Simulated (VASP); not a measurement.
# GaAs (F-43m) in VASP: a series of runs

The runs below take GaAs through relaxation of cell and atoms, with r2SCAN, PBEsol.

Program: VASP 6.6.1. These are calculated values, not measurements. Logs are shortened: lines on timing, memory, paths and dates and some standing lists are left out, and cuts for length are marked.

## (1) The crystal as given

It takes space group F-43m (No. 216, cubic). Conventional cell: a = 5.654 Å, b = 5.654 Å, c = 5.654 Å, α = 90.00°, β = 90.00°, γ = 90.00°. Around Ga (site symmetry -43m) lie 4 As at 2.45 Å. As (site symmetry -43m) is surrounded by 4 Ga at 2.45 Å.

## (2) Relaxation of cell and atoms, r2SCAN

Contents of INCAR:

```
PREC     = Accurate       # precision mode
ENCUT    = 600            # plane-wave cutoff, eV
EDIFF    = 1E-6           # SCF threshold, eV
ISMEAR   = 0              # smearing method
SIGMA    = 0.03           # smearing width, eV
LREAL    = F              # projectors in reciprocal space
LASPH    = T              # aspherical terms in the spheres
NELM     = 80             # most SCF steps
ALGO     = Normal         # electronic algorithm
ISIF     = 3              # what is computed and relaxed
LWAVE    = F              # write WAVECAR
LCHARG   = F              # write CHGCAR
METAGGA  = R2SCAN         # meta-GGA
LMIXTAU  = T            
IBRION   = 2              # ionic algorithm
NSW      = 90             # ionic steps
EDIFFG   = -0.01          # ionic threshold
```

Contents of KPOINTS:

```
Automatic mesh
0
Gamma
  10 10 10
```

Contents of POSCAR:

```
GaAs
1.0
    0.0000000000      2.8268500000      2.8268500000
    2.8268500000      0.0000000000      2.8268500000
    2.8268500000      2.8268500000      0.0000000000
Ga As
1 1
Direct
    0.0000000000      0.0000000000      0.0000000000
    0.2500000000      0.2500000000      0.2500000000
```

Potentials or basis: VASP PAW PBE potentials, release 64 (Ga_d, As).

Started as:

```console
cat potpaw_PBE.64/Ga_d/POTCAR potpaw_PBE.64/As/POTCAR > POTCAR
mpirun -np 1 vasp_std > vasp.out
```

OUTCAR:

```text
PREC = Accurate
   ENCUT = 600
   EDIFF = 1E-6
   ISMEAR = 0
   LREAL = F
   LASPH = T
   NELM = 80
   ISIF = 3
   METAGGA = R2SCAN
   IBRION = 2
   NSW = 90
   EDIFFG = -0.01

 ion  position               nearest neighbor table
   1  0.000  0.000  0.000-   2 2.45   2 2.45   2 2.45   2 2.45
   2  0.250  0.250  0.250-   1 2.45   1 2.45   1 2.45   1 2.45

  LATTYP: Found a face centered cubic cell.
 ALAT       =     5.6537000000

  Lattice vectors:

 A1 = (   0.0000000000,   2.8268500000,   2.8268500000)
 A2 = (   2.8268500000,   0.0000000000,   2.8268500000)
 A3 = (   2.8268500000,   2.8268500000,   0.0000000000)

Analysis of symmetry for initial positions (statically):
=====================================================================
 Subroutine PRICEL returns:
 Original cell was already a primitive cell.

 Routine SETGRP: Setting up the symmetry group for a
 face centered cubic supercell.

 Subroutine GETGRP returns: Found 24 space group operations
 (whereof 24 operations were pure point group operations)
 out of a pool of 48 trial point group operations.

The static configuration has the point symmetry T_d .

Analysis of symmetry for dynamics (positions and initial velocities):
=====================================================================
 Subroutine PRICEL returns:
 Original cell was already a primitive cell.

 Routine SETGRP: Setting up the symmetry group for a
 face centered cubic supercell.

 Subroutine GETGRP returns: Found 24 space group operations
 (whereof 24 operations were pure point group operations)
 out of a pool of 48 trial point group operations.

The dynamic configuration has the point symmetry T_d .

 Subroutine INISYM returns: Found 24 space group operations
 (whereof 24 operations are pure point group operations),
 and found     1 'primitive' translations

----------------------------------------------------------------------------------------

                                     Primitive cell

  volume of cell :      45.1792

  direct lattice vectors                    reciprocal lattice vectors
     0.000000000  2.826850000  2.826850000    -0.176875321  0.176875321  0.176875321
     2.826850000  0.000000000  2.826850000     0.176875321 -0.176875321  0.176875321
     2.826850000  2.826850000  0.000000000     0.176875321  0.176875321 -0.176875321

  length of vectors
     3.997769609  3.997769609  3.997769609     0.306357042  0.306357042  0.306357042
[... 97 lines left out ...]
   EFERMI_NEDOS =   21; number of points for ismear=-14 and -15
   IALGO  =     38    algorithm
   IMIX   =      4    mixing-type and parameters
     AMIX     =   0.40;   BMIX     =  1.00
     AMIX_MAG =   1.60;   BMIX_MAG =  1.00
  volume/ion in A,a.u.               =      22.59       152.44
  Fermi-wavevector in a.u.,A,eV,Ry     =   1.204628  2.276417 19.743799  1.451128
  Thomas-Fermi vector in A             =   2.340347
   LORBIT       =      0    0 simple, 1 ext, 2 COOP (PROOUT), +10 PAW based schemes
   METAGGA = R2SCAN    functional components
   LHFCALC =     F    Hartree Fock is set to
   AEXX    =    0.0000 exact exchange contribution
   IVDW    =     0    specifies the selected vdW correction
   LEPSILON=     F    determine dielectric tensor
   LRPA    =     F    only Hartree local field effects (RPA)
 conjugate gradient relaxation of ions
 non-spin polarized calculation
 Gauss-broadening in eV      SIGMA  =   0.03
  energy-cutoff  :      600.00
  volume of cell :       45.18
 maximum number of plane-waves:      1524
   NGX = 15   NGY = 15   NGZ = 15

--------------------------------------- Ionic step        1  -------------------------------------------

 number of electron      18.0000011 magnetization

 Free energy of the ion-electron system (eV)
  ---------------------------------------------------
  ext. energy  EPLUGINS =         0.00000000
  ---------------------------------------------------
  free energy    TOTEN  =       -27.05631378 eV

  energy without entropy =      -27.05631378  energy(sigma->0) =      -27.05631378

------------------------ aborting loop because EDIFF is reached ----------------------------------------

  FORCE on cell =-STRESS in cart. coord.  units (eV):
  Direction    XX          YY          ZZ          XY          YZ          ZX
  --------------------------------------------------------------------------------------
  -------------------------------------------------------------------------------------
  Total        0.1652955      0.1652955      0.1652955      0.0000000      0.0000000      0.0000000
  in kB        5.8618313      5.8618313      5.8618313      0.0000000      0.0000000      0.0000000
  external PRESSURE =       5.8618313 kB  Pullay stress =       0.0000000 kB
[... 131 lines left out ...]
--------------------------------------- Ionic step        5  -------------------------------------------

 number of electron      18.0000010 magnetization

 Free energy of the ion-electron system (eV)
  ---------------------------------------------------
  ext. energy  EPLUGINS =         0.00000000
  ---------------------------------------------------
  free energy    TOTEN  =       -27.05690795 eV

  energy without entropy =      -27.05690795  energy(sigma->0) =      -27.05690795

 E-fermi :   3.7286     XC(G=0): -10.2157

 val. band max:        3.5996438556   @ k =   0.0000   0.0000   0.0000
 cond. band min:       4.5290508275   @ k =   0.0000   0.0000   0.0000
 fundamental gap:      0.9294069719
 Fermi energy:         3.7286043567

 k-point     1 :       0.0000    0.0000    0.0000
  band No.  band energies     occupation
      1     -11.6209      2.00000
      2     -11.6209      2.00000
      3     -11.6208      2.00000
      4     -11.5332      2.00000
      5     -11.5332      2.00000
      6      -9.5493      2.00000
      7       3.5996      2.00000
      8       3.5996      2.00000
      9       3.5996      2.00000
     10       4.5291      0.00000
     11       7.6390      0.00000
     12       7.6391      0.00000
     13       7.6391      0.00000
[... 354 lines left out ...]
  band No.  band energies     occupation
      1     -11.7189      2.00000
      2     -11.5830      2.00000
      3     -11.5816      2.00000
      4     -11.5513      2.00000
      5     -11.5232      2.00000
      6      -7.7504      2.00000
      7      -2.1577      2.00000
      8       0.9654      2.00000
      9       1.2974      2.00000
     10       5.7460      0.00000
     11       6.7990      0.00000
     12      11.3924      0.00000
     13      12.0180      0.00000

 [... further k-points ...]
[... 5 lines left out ...]
  --------------------------------------------------------------------------------------
  -------------------------------------------------------------------------------------
  Total       -0.0136834     -0.0136834     -0.0136834      0.0000000      0.0000000      0.0000000
  in kB       -0.4812244     -0.4812244     -0.4812244      0.0000000      0.0000000      0.0000000
  external PRESSURE =      -0.4812244 kB  Pullay stress =       0.0000000 kB
[... 17 lines left out ...]
  FREE ENERGIE OF THE ION-ELECTRON SYSTEM (eV)
  ---------------------------------------------------
  free  energy   TOTEN  =       -27.0569079452 eV

  energy  without entropy=      -27.0569079452  energy(sigma->0) =      -27.05690795

 reached required accuracy - stopping structural energy minimisation
```

OSZICAR:

```text
N       E                     dE             d eps       ncg     rms          rms(c)
DAV:   1     0.662181665389E+02    0.66218E+02   -0.10131E+04  1230   0.211E+03
DAV:   2    -0.220584152104E+02   -0.88277E+02   -0.85150E+02  1318   0.358E+02
DAV:   3    -0.290130797705E+02   -0.69547E+01   -0.68933E+01  1552   0.806E+01
[... 45 lines left out ...]
       N       E                     dE             d eps       ncg     rms          rms(c)
DAV:   1    -0.270569438009E+02   -0.48958E-04   -0.55649E-04  1577   0.504E-01    0.373E-02
DAV:   2    -0.270569152966E+02    0.28504E-04   -0.55476E-05  1552   0.184E-01    0.176E-02
DAV:   3    -0.270569081667E+02    0.71299E-05   -0.11076E-05  1487   0.791E-02    0.380E-03
DAV:   4    -0.270569079452E+02    0.22143E-06   -0.34518E-06  1185   0.300E-02
   5 F= -.27056908E+02 E0= -.27056908E+02  d E =-.594168E-03
```

Wall time 3.2 min (1 thread of Intel Xeon Platinum 8488C (Sapphire Rapids), shared host); peak memory 0.22 GiB.

What came out:

| Property | Result |
| --- | --- |
| Free energy | -27.0569 eV |
| Relaxed volume | 22.78 Å³/atom |
| Relaxed cell | a = 4.009 Å, b = 4.009 Å, c = 4.009 Å, α = 60.00°, β = 60.00°, γ = 60.00° |
| Space group after relaxing (to 0.05 Å) | F-43m (No. 216) |
| Energy gained by relaxing | 0.3 meV/atom |
| Ionic steps | 5 |
| Pressure after relaxing | 0.0 GPa |
| Band gap on the k mesh | 0.93 eV, direct |

Step by step:
| step | energy change (eV) | largest force (eV/Å) | pressure (GPa) | volume (Å³) |
| --- | --- | --- | --- | --- |
| 1 | 0.0000 | 0.0000 | 0.59 | 45.18 |
| 2 | -0.0004 | 0.0000 | -0.30 | 45.72 |
| 3 | -0.0006 | 0.0000 | 0.14 | 45.52 |
| 4 | -0.0006 | 0.0000 | -0.09 | 45.58 |
| 5 | -0.0006 | 0.0000 | -0.05 | 45.56 |

Final structure:
```cif
data_structure
_symmetry_space_group_name_H-M 'P 1'
_symmetry_Int_Tables_number 1
_cell_length_a 4.0089
_cell_length_b 4.0089
_cell_length_c 4.0089
_cell_angle_alpha 60.000
_cell_angle_beta 60.000
_cell_angle_gamma 60.000
_cell_volume 45.56
loop_
_atom_site_label
_atom_site_type_symbol
_atom_site_fract_x
_atom_site_fract_y
_atom_site_fract_z
_atom_site_occupancy
Ga1 Ga 0.00000 0.00000 0.00000 1
As1 As 0.25000 0.25000 0.25000 1
```

Levels at points of the mesh, in eV from the valence-band top:
```tsv
k point	band 6	band 7	band 8	band 9	band 10	band 11	band 12	band 13
(0.00, 0.00, 0.00)	-13.15	0.00	0.00	0.00	0.93	4.04	4.04	4.04
(0.50, 0.00, 0.00)	-11.32	-6.77	-1.17	-1.17	1.34	4.99	4.99	8.28
(0.50, 0.50, 0.00)	-10.56	-6.95	-2.75	-2.75	1.77	1.95	10.79	10.79
```

Caveat: the PAW data sets were made with another functional, which shifts forces and pressure a little.

[end of part 1 of 2]
